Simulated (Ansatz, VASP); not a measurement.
## BW2: VASP beside Ansatz

Wanted: the spread between two codes on one cell, functional and k mesh.

Method: plane waves, with VASP 6.6.1 beside it; relaxation of cell and atoms at r2SCAN with rVV10, in Ansatz 0.2.0.

### Step 1. Starting point

It takes space group I4/mcm (No. 140, tetragonal). The conventional cell has a = 5.568 Å, b = 5.568 Å, c = 4.744 Å, α = 90.00°, β = 90.00°, γ = 90.00°. B has 2 B at 2.37 Å and 8 W at 2.38 Å nearest. Nearest to W lie 4 B at 2.38 Å and 3 W at 2.66 to 2.69 Å. Farther neighbours are not listed.

### Step 2. Ansatz: relaxation of cell and atoms, r2SCAN with rVV10

Ansatz runs on its default PAW (the set named soft_2) files.

The relaxed volume is the usual yardstick between codes: its relative difference is about their pressure difference at one cell divided by the bulk modulus.

input.yaml

```yaml
crystal:
  lattice:
    - [-2.784, 2.784, 2.372]
    - [2.784, -2.784, 2.372]
    - [2.784, 2.784, -2.372]
  atoms:
    - { symbol: B, position: [0.25, 0.25, 0.0] }
    - { symbol: B, position: [0.75, 0.75, 0.0] }
    - { symbol: W, position: [0.6692, 0.1692, 0.8384] }
    - { symbol: W, position: [0.1692, 0.3308, 0.5] }
    - { symbol: W, position: [0.3308, 0.8308, 0.1616] }
    - { symbol: W, position: [0.8308, 0.6692, 0.5] }
hamiltonian:
  xc: r2scan
  pseudopotentials: { kind: paw }
  dispersion: rvv10
kpoints:
  mp_grid: { grid: [5, 5, 5] }
scf:
  occupations: { method: fermi_dirac, width: 0.05 }
relax:
  f_tol: 0.01
  max_steps: 60
  cell: { stress_tol: 0.05 }
output:
  forces: true
  stress: true
  write_density: true
  write_potential: true
  elf: true
  volumetric_format: npy
```

Launch:

```sh
$ ansatz run input.yaml --threads 4 --pin off --max-ram 9216MiB --backend cpu --events-out ev --progress --plain --runs-dir out
```

Numbers of over 12 decimals in the logs are rounded to 6 here.

Output:

```text
Engine: ansatz 0.2.0, aarch64-unknown-linux-gnu
Pseudopotentials: kind: paw
Pseudopotential: B, paw, valence charge 3, recommended cutoff 500 eV (meta_gga), B.paw.azcp
Pseudopotential: W, paw, valence charge 14, recommended cutoff 500 eV (meta_gga), W.paw.azcp
Functional definition: r2SCAN+rVV10
  parameter k0 = 0.174
  parameter k1 = 0.065
  parameter a1 = 4.9479
  exchange = r2scan_x(k0 = k0, k1 = k1, a1 = a1)
  correlation = r2scan_c + rvv10(11.95, 0.0093)
Crystal: 6 atoms, lattice volume = 73.538 Å³
Basis set: ecut = 500 eV, 1881 PW (Γ), exchange–correlation on 160×160×160 points (64 copies of the dense FFT grid, shifted against one another)
Bands: 38, of which v1, the nominal top of the filled ones, is band 31 counted from 1 (30 counted from 0)
Symmetry: 16 space group operations
Space group: I4/mcm (ITA 140), of the structure as read, at distance tolerance 4.2e-5 Å
k-points: 18 of 125
Non-local potential: B, projectors of the file, l = 0: 2, l = 1: 2, l = 2: 1
Non-local potential: W, projectors of the file, l = 0: 3, l = 1: 2, l = 2: 2, l = 3: 1
PAW form: soft (Blöchl's): semilocal exchange-correlation on the pseudo side does not see the compensation charge
rVV10 density: all electrons in the spheres
PAW frozen core: B, regenerated for the run's functional (the file was generated under x = pbe(κ = 0.804, μ = 0.219515), c = pbe(β = 0.066725))
PAW frozen core: W, regenerated for the run's functional (the file was generated under x = pbe(κ = 0.804, μ = 0.219515), c = pbe(β = 0.066725))
PAW one-centre angular grid: B, 302 points (default); XC on 160 Gauss nodes
PAW one-centre angular grid: W, 590 points (default); XC on 160 Gauss nodes
Initial density: superposition of atomic densities (neutral atoms: chi_scale 0, normalization atom), corrected by the library's trained network
Initial wavefunctions: pseudopotential atomic-orbital guess
Functional: x = r2scan, c = r2scan + rvv10(b = 11.95, C = 0.0093); τ floored in thin density (d = 2e-4 eV/Å³)
SCF iter   1: F=—  HF=-41892.558275 eV  |F-HF|=—  |Δ(HF+E_count)|=         —  Δρ=9.60e-3  dr2=6.86e-2  dr2_τ=3.97e-1  ethr=1.77e-3  ⟨swp⟩=6.1  Hψ=2751  notcnv=0  defer=3
preconditioner: auto → Kerker (q_TF=auto, 2.652 Å⁻¹)  [metal: Δε(μ)=0.019 eV  Ē_g=6.765 eV  σ=0.050 eV  W_gap=0.09  n_scr=18 (ndim 8)  ℏωp=23.7 eV  f_vac=0.000  D(μ)=2.67/eV (n_scr^D=16)]
SCF iter   2: F=—  HF=-41892.669035 eV  |F-HF|=—  |Δ(HF+E_count)|=   1.11e-1  Δρ=6.03e-3  dr2=2.02e-2  dr2_τ=7.19e-4  ethr=1.11e-4  ⟨swp⟩=2.1  Hψ=1211  notcnv=0  defer=14
SCF iter   3: F=—  HF=-41892.670735 eV  |F-HF|=—  |Δ(HF+E_count)|=   1.70e-3  Δρ=7.63e-4  dr2=2.73e-4  dr2_τ=8.38e-5  ethr=3.26e-5  ⟨swp⟩=2.0  Hψ=948  notcnv=0  defer=14
SCF iter   4: F=—  HF=-41892.670806 eV  |F-HF|=—  |Δ(HF+E_count)|=   7.11e-5  Δρ=2.22e-4  dr2=2.42e-5  dr2_τ=2.77e-6  ethr=4.40e-7  ⟨swp⟩=2.3  Hψ=1099  notcnv=0  defer=14
SCF iter   5: F=—  HF=-41892.670809 eV  |F-HF|=—  |Δ(HF+E_count)|=   2.97e-6  Δρ=2.92e-5  dr2=4.06e-7  dr2_τ=3.10e-8  ethr=3.90e-8  ⟨swp⟩=2.3  Hψ=1048  notcnv=0  defer=14
SCF iter   6: F=-41892.670809 eV  HF=-41892.670809 eV  |F-HF|=2.08e-9  |Δ(HF+E_count)|=   8.89e-8  Δρ=5.19e-6  dr2=1.16e-8  dr2_τ=4.73e-9  ethr=1.61e-10  ⟨swp⟩=9.1  Hψ=4453  notcnv=0
SCF 1 converged in 6 iterations: F = -41892.670809 eV  dr2 = 1.16e-8
  greatest PAW one-centre occupation: 0.999 electrons in one spin orbital (limit 2), on the W atom at site 4 (counted from 0), in its partial waves of l = 0
relax step   1: F+E_penalty+E_count = -41892.67080898 eV  Δ(F+E_penalty+E_count) = +0.000e0 eV  max|allowed force component| = 1.081e-1 eV/Å  Δτ_max = 0.0000 Å  P = -1.800 GPa  Ω = 73.538 Å³  (6 SCF iters, dr2 threshold 1.00e-7 eV, accepted)
[...]
relax step   2: F+E_penalty+E_count = -41892.65950594 eV  Δ(F+E_penalty+E_count) = +1.130e-2 eV  max|allowed force component| = 2.726e-1 eV/Å  Δτ_max = 0.0158 Å  P = +3.531 GPa  Ω = 72.420 Å³  energy of the carried Pulay correction = +5.652e-4 eV  (6 SCF iters, dr2 threshold 6.00e-7 eV, rejected (line search))
[...]
relax step   3: F+E_penalty+E_count = -41892.67552355 eV  Δ(F+E_penalty+E_count) = -4.715e-3 eV  max|allowed force component| = 9.798e-3 eV/Å  Δτ_max = 0.0042 Å  P = +0.004 GPa  Ω = 73.148 Å³  energy of the carried Pulay correction = +1.961e-4 eV  (9 SCF iters, accepted)
[...]
relax step   4: F+E_penalty+E_count = -41892.67554367 eV  Δ(F+E_penalty+E_count) = -2.012e-5 eV  max|allowed force component| = 6.240e-4 eV/Å  Δτ_max = 0.0004 Å  P = +0.018 GPa  Ω = 73.145 Å³  energy of the carried Pulay correction = +1.978e-4 eV  (4 SCF iters, dr2 threshold 2.38e-8 eV, accepted)
[...]
relax step   5: F+E_penalty+E_count = -41892.67535015 eV  Δ(F+E_penalty+E_count) = +1.935e-4 eV  max|allowed force component| = 6.117e-4 eV/Å  Δτ_max = 0.0000 Å  P = +0.015 GPa  Ω = 73.145 Å³  stress off target by 2.27e-2 GPa  SCF on the basis re-selected at this cell (its energy is not comparable with the rows above)  (4 SCF iters)
basis re-selected at this cell: Δ(F+E_penalty+E_count) = +1.935e-4 eV, ΔP = -0.002 GPa vs the last step (what re-selecting the basis moved, of the pressure what is left beyond the Pulay correction that the steps carried, after the strain that the cell walked since its last selection, with what the two solves' SCF thresholds leave and, on support functions, any second-order correction that the steps lacked; it is no m [...]
SCF converged after 4 iterations
Free energy (F): -41892.675350 eV
Harris-Foulkes:  -41892.675350 eV  (|F-HF|=7.28e-12)
Internal energy: -41892.655541 eV  (E = F + TS)
E sigma→0 (E₀):  -41892.665446 eV
Entropy (-TS):   -0.019809 eV (-3.302 meV/atom)
Fermi energy:    21.761979 eV
--- Per-component energies (eV) ---
  E_band       = -345.688239
  E_kinetic    = 1906.220093
  E_local      = -2517.965907  (includes V_loc(G=0)·N_el)
  E_nonlocal   = 24.403520
  E_hartree    = 924.908626
  E_xc         = -1051.268957
  E_vxc        = -1126.974192  (∫ρ·V_xc dr)
  E_paw        = -34532.879269  (= ΣΔE_a)
  E_vpaw       = -538.885848  (= ΣTr[D̂ρ^β])
  E_aug_tail   = -0.000121  (compensation charges beyond the density's cutoff)
  E_vtau       = 57.696985  (kinetic-family band-sum trace: ∫τ·v_τ [+ j·A + Jᵃ·Aᵃ] dr)
  E_ewald      = -6643.684847
  E_core_change = -2.388679  (= ΣΔE_core)
  E_smearing   = -0.019809  (= −TS)
  E_closure    = 0.000000  (closes the sum)
  Σ components = -41892.675350   (vs F -41892.675350, Δ=0.00e0)
--- Forces (eV/Å), atoms counted from 1 ---
  atom   1  B     -0.00000000     0.00000000     0.00000000
  atom   2  B     -0.00000000     0.00000000     0.00000000
  atom   3  W     -0.00061167    -0.00061167     0.00000000
  atom   4  W      0.00061167    -0.00061167     0.00000000
  atom   5  W      0.00061167     0.00061167     0.00000000
  atom   6  W     -0.00061167     0.00061167     0.00000000
  max |Σ_I F_I| component: 1.39e-17 eV/Å
--- Stress (GPa, compression-positive) ---
        0.011854      -0.000000       0.000000
       -0.000000       0.011854      -0.000000
        0.000000       0.000000       0.022750
  P = ⅓ Tr σ = 0.0155 GPa (0.155 kbar)
--- Band table (eV; the first three rows and the last of 18) ---
  k-point 0: bands = [... 27 lower, 18.8061, 20.1901, 20.7597, 21.7315, 22.6847, 22.6847, 23.4234, 24.3187, ... 3 higher]
  k-point 1: bands = [... 27 lower, 18.5809, 20.4673, 20.9179, 21.6753, 21.8444, 21.9610, 24.2157, 24.4459, ... 3 higher]
  k-point 2: bands = [... 27 lower, 19.2242, 20.7791, 21.0169, 21.3233, 21.8317, 21.9678, 23.2610, 24.7792, ... 3 higher]
  k-point 17: bands = [... 27 lower, 19.1419, 19.8317, 20.6039, 21.1173, 21.8590, 22.5670, 22.7828, 23.4062, ... 3 higher]
--- Relaxed structure (4 steps of the walk, 3 accepted, 1 SCFs on fresh bases) ---
  F+E_penalty+E_count = -41892.67535015 eV   max|allowed force component| = 6.117e-4 eV/Å   (the final SCF, on the basis selected at the relaxed cell)
  cell:  # Å, volume = 73.1448 Å³
    - [-2.775281, 2.775281, 2.374158]
    - [2.775281, -2.775281, 2.374158]
    - [2.775281, 2.775281, -2.374158]
  atoms:
    - { symbol: B, position: [0.25, 0.25, 0] }
    - { symbol: B, position: [0.750000, 0.750000, 0] }
    - { symbol: W, position: [0.668619, 0.168619, 0.837238] }
    - { symbol: W, position: [0.168619, 0.331381, 0.5] }
    - { symbol: W, position: [0.331381, 0.831381, 0.162762] }
    - { symbol: W, position: [0.831381, 0.668619, 0.500000] }
```

Run time: 17 s. Hardware: 4 threads of Arm Neoverse V1, shared host; peak memory 0.73 GiB.

(Continued in part 2 of 2.)

[Lines on the potential files, build, host, timing and source positions are cut from VASP's logs without a mark.]

[Logs are printed without paths, hosts, clocks, repeated set-up lines and the standing remarks that a program may print on its own settings, such as how far it seeks lower states.]

[Hosts, paths, dates, database ids (printed as entryN), source tags and the programs' standing remarks are cut or masked in the printed files.]
